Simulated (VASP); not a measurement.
VASP 6.6.1 run: BeTe

INCAR

```
SIGMA = 0.02
ENCUT = 520
NBANDS = 11
NELM = 120
ISIF = 2
LWAVE = .FALSE.
NELECT = 7.9
PREC = Accurate
LREAL = .FALSE.
LCHARG = .FALSE.
LASPH = .TRUE.
ISMEAR = -1
GGA = PE
NSW = 0
EDIFF = 0.0001
IBRION = -1
```

KPOINTS

```
KPOINTS created by Atomic Simulation Environment
0
Gamma
8 8 8
0 0 0
```

POSCAR

```
Be Te
 1.0000000000000000
     0.0000000000000000    2.9134823341999998    2.7623335088999998
     2.9134823341999998    0.0000000000000000    2.7623335088999998
     2.9134823341999998    2.9134823341999998    0.0000000000000000
 Be  Te
   1   1
Cartesian
  0.0000000000000000  0.0000000000000000  0.0000000000000000
  1.4567411670999999  1.4567411670999999  1.3811667544500001
```

The recommended PBE PAW datasets give the neutral cell 8 valence electrons.

Command

```
mpirun -np 1 vasp_std
```

OSZICAR

```
N       E                     dE             d eps       ncg     rms          rms(c)
DAV:   1     0.183592596663E+02    0.18359E+02   -0.27525E+03  1298   0.500E+02
DAV:   2    -0.697109747127E+01   -0.25330E+02   -0.24404E+02  1751   0.878E+01
DAV:   3    -0.809693935533E+01   -0.11258E+01   -0.11224E+01  1721   0.195E+01
DAV:   4    -0.810916517307E+01   -0.12226E-01   -0.12225E-01  1564   0.236E+00
DAV:   5    -0.810939975744E+01   -0.23458E-03   -0.23458E-03  1689   0.320E-01    0.379E+00
DAV:   6    -0.805973976699E+01    0.49660E-01   -0.86043E-02  1509   0.110E+00    0.225E+00
DAV:   7    -0.804011323227E+01    0.19627E-01   -0.69565E-02  1505   0.115E+00    0.388E-01
DAV:   8    -0.804060828604E+01   -0.49505E-03   -0.41005E-03  1490   0.374E-01    0.814E-02
DAV:   9    -0.804085642630E+01   -0.24814E-03   -0.36061E-04  1598   0.105E-01    0.297E-02
DAV:  10    -0.804092742506E+01   -0.70999E-04   -0.71153E-05  1465   0.439E-02
   1 F= -.80409274E+01 E0= -.80407129E+01  d E =-.429067E-03
```

From OUTCAR

```
k-points           NKPTS =     59   k-points in BZ     NKDIM =     59   number of bands    NBANDS=     11

   NELECT =       7.9000    total number of electrons

   dimension x,y,z NGX =    30 NGY =   30 NGZ =   32
   dimension x,y,z NGXF=    60 NGYF=   60 NGZF=   64

  energy-cutoff  :      520.00
  volume of cell :       46.90
      direct lattice vectors                 reciprocal lattice vectors
     0.000000000  2.913482334  2.762333509    -0.171615937  0.171615937  0.181006384
     2.913482334  0.000000000  2.762333509     0.171615937 -0.171615937  0.181006384
     2.913482334  2.913482334  0.000000000     0.171615937  0.171615937 -0.181006384

 k-points in reciprocal lattice and weights: KPOINTS created by Atomic Simulation Env
   0.00000000  0.00000000  0.00000000       0.002
   0.12500000 -0.00000000  0.00000000       0.016
   0.25000000 -0.00000000  0.00000000       0.016
   0.37500000 -0.00000000  0.00000000       0.016
   0.50000000 -0.00000000  0.00000000       0.008
   0.12500000  0.12500000  0.00000000       0.004
   0.25000000  0.12500000  0.00000000       0.016
   0.37500000  0.12500000  0.00000000       0.016
   ...

 E-fermi :   4.1971

 k-point     1 :       0.0000    0.0000    0.0000
  band No.  band energies     occupation
      1      -7.4380      2.00000
      2       4.4585      0.00000
      3       4.4585      0.00000
      4       4.7028      0.00000
      5       8.0258      0.00000
      6       8.1754      0.00000
      7       8.2779      0.00000
      8       8.2779      0.00000
      9      12.8662      0.00000
     10      14.2324      0.00000
     11      15.1196      0.00000

 k-point     2 :       0.1250   -0.0000    0.0000
  band No.  band energies     occupation
      1      -7.3015      2.00000
      2       3.2941      2.00000
      3       4.2230      0.43003
      4       4.4397      0.00001
      5       7.9981      0.00000
      6       8.5298      0.00000
      7       8.5858      0.00000
      8       9.4184      0.00000
      9      13.2836      0.00000
     10      13.5374      0.00000
     11      14.1064      0.00000

 k-point     3 :       0.2500   -0.0000    0.0000
  band No.  band energies     occupation
      1      -6.9278      2.00000
      2       1.4103      2.00000
      3       3.7750      2.00000
      4       4.0776      1.99493
      5       7.7398      0.00000
      6       9.0196      0.00000
      7       9.1116      0.00000
      8      11.3495      0.00000
      9      13.4068      0.00000
     10      13.4814      0.00000
     11      13.9722      0.00000

 k-point     4 :       0.3750   -0.0000    0.0000
  band No.  band energies     occupation
      1      -6.4606      2.00000
      2      -0.0694      2.00000
      3       3.4244      2.00000
      4       3.7991      2.00000
      5       7.5313      0.00000
      6       9.0846      0.00000
      7       9.3913      0.00000
      8      12.4401      0.00000
      9      13.9464      0.00000
     10      14.6696      0.00000
     11      14.6965      0.00000

 k-point     5 :       0.5000   -0.0000    0.0000
  band No.  band energies     occupation
      1      -6.2222      2.00000
      2      -0.6562      2.00000
      3       3.2974      2.00000
      4       3.6990      2.00000
      5       7.4550      0.00000
      6       9.0419      0.00000
      7       9.4242      0.00000
      8      12.4709      0.00000
      9      15.1334      0.00000
     10      15.8952      0.00000
     11      16.1212      0.00000

 ...

  Total       -1.7502964     -1.7502964     -1.0087295      0.0000000      0.0000000      0.0000000
  in kB      -59.7986393    -59.7986393    -34.4631053      0.0000000      0.0000000      0.0000000
  external PRESSURE =     -51.3534613 kB  Pullay stress =       0.0000000 kB

 POSITION                                       TOTAL-FORCE (eV/Angst)
 -----------------------------------------------------------------------------------
      0.00000      0.00000      0.00000         0.000000      0.000000     -0.000000
      1.45674      1.45674      1.38117        -0.000000     -0.000000      0.000000
 -----------------------------------------------------------------------------------
    total drift:                               -0.000000     -0.000000     -0.000000

  FREE ENERGIE OF THE ION-ELECTRON SYSTEM (eV)
  ---------------------------------------------------
  free  energy   TOTEN  =        -8.0409274251 eV

  energy  without entropy=       -8.0404983586  energy(sigma->0) =       -8.04071289
```

It converged. Results: pressure -5.1 GPa.

The cell is charged and sits in a uniform background.

For comparison, a separate PBE run of the intended cell, on usual settings and not on those above, gives a gap of 1.71 eV on its mesh and a pressure of -1.6 GPa.

The run above took about 20 s on one core of a shared host (Intel Xeon Platinum 8488C) and held 0.19 GiB at most.
